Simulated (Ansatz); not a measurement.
Runs of Ansatz 0.2.0 on Ti. It takes space group P6_3/mmc (No. 194, hexagonal). The conventional cell has a = 2.950 Å, b = 2.950 Å, c = 4.680 Å, α = 90.00°, β = 90.00°, γ = 120.00°. Ti (site symmetry -6m2) is surrounded by 12 Ti at 2.89 to 2.95 Å. 

```csv
task,level,cell,cutoff (eV),smearing,gap on the mesh (eV),pressure (GPa)
band structure,LDA,as given,220,fermi-dirac 0.05 eV,-,-9.8
single point,PBE,as given,220,gaussian 0.02 eV,none,-1.4
relaxation of cell and atoms,BLYP+D4,relaxed,-,fermi-dirac 0.05 eV,-,0.0
band structure,BLYP,as given,220,fermi-dirac 0.05 eV,-,(a)
single point,PBE,as given,220,gaussian 0.013 eV,none,-1.4
```

Alike in all rows: potentials or basis all-electron LAPW, scalar-relativistic; no spin polarisation; k mesh 10 × 10 × 6; basis error allowed 0.001 eV/atom.

**Question.** Fill in the values left out.

**Answer.** (a) 0.9.

A gap of «none» marks a metal or a gap under the smearing width.
